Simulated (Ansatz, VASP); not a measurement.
Two plane-wave programs on GdO

Contents of INCAR:

```
SYSTEM = GdO
ALGO     = Normal         ! electronic algorithm
EDIFF    = 1E-6           ! SCF threshold, eV
ENCUT    = 520            ! plane-wave cutoff, eV
GGA      = PS             ! functional
ISIF     = 2              ! what is computed and relaxed
ISMEAR   = -1             ! smearing method
ISPIN    = 2              ! spin polarisation
LASPH    = .TRUE.         ! aspherical terms in the spheres
LCHARG   = .TRUE.         ! write CHGCAR
LELF     = .TRUE.         ! ELF
LMAXMIX  = 6              ! l up to which the mixer works
LORBIT   = 11             ! projections on sites
LREAL    = .FALSE.        ! projectors in reciprocal space
LVHAR    = .TRUE.       
LWAVE    = .FALSE.        ! write WAVECAR
MAGMOM   = 7 0            ! initial moments
NBANDS   = 23             ! bands
NELM     = 150            ! most SCF steps
PREC     = Accurate       ! precision mode
SIGMA    = 0.1            ! smearing width, eV
```

The input KPOINTS:

```
k-points
0
G
  9 9 9
  0 0 0
```

POSCAR

```
GdO
1.0
    0.0000000000      2.7615846288      2.7615846288
    2.7615846288      0.0000000000      2.7615846288
    2.7615846288      2.7615846288      0.0000000000
Gd O
1 1
Direct
    0.0000000000      0.0000000000      0.0000000000
    0.2500000000      0.2500000000      0.2500000000
```

Input for Ansatz:

```yaml
crystal:
  lattice:
    - [0.0, 2.761584628778113, 2.761584628778113]
    - [2.761584628778113, 0.0, 2.761584628778113]
    - [2.761584628778113, 2.761584628778113, 0.0]
  atoms:
    - { symbol: Gd, position: [0.0, 0.0, 0.0], spin: 7.0 }
    - { symbol: O, position: [0.25, 0.25, 0.25] }
basis:
  ecutwfc: 450.0
kpoints:
  mp_grid:
    grid: [9, 9, 9]
hamiltonian:
  xc: pbesol
  pseudopotentials:
    kind: paw
magnetization:
  spin_polarized: true
scf:
  occupations:
    method: fermi_dirac
    width: 0.1
```

Alike in both runs: task single point; functional PBEsol; k mesh 9 × 9 × 9; occupations fermi-dirac, width 0.1 eV; collinear spin.

|  | VASP | Ansatz |
| --- | --- | --- |
| version | VASP 6.6.1 | Ansatz 0.2.0 |
| potentials or method | VASP PAW PBE potentials, release 64 (Gd, O) | plane waves, PAW |
| plane-wave cutoff (eV) | 520 | 450 |
| valence electrons in the cell | 24 | 24 |

|  | VASP | Ansatz | Ansatz less VASP |
| --- | --- | --- | --- |
| net moment per atom (μB) | 3.73 | 3.72 | -0.007 |
| size of the moment on the site where the two differ most (μB) | 6.82 | 6.80 | -0.022 |

Site moments also hang on the region over which each program counts them.

Caveats: a cell with one magnetic atom can't hold antiferromagnetic order, which such compounds often take. The state reached can hang on the start; a lower one may exist.
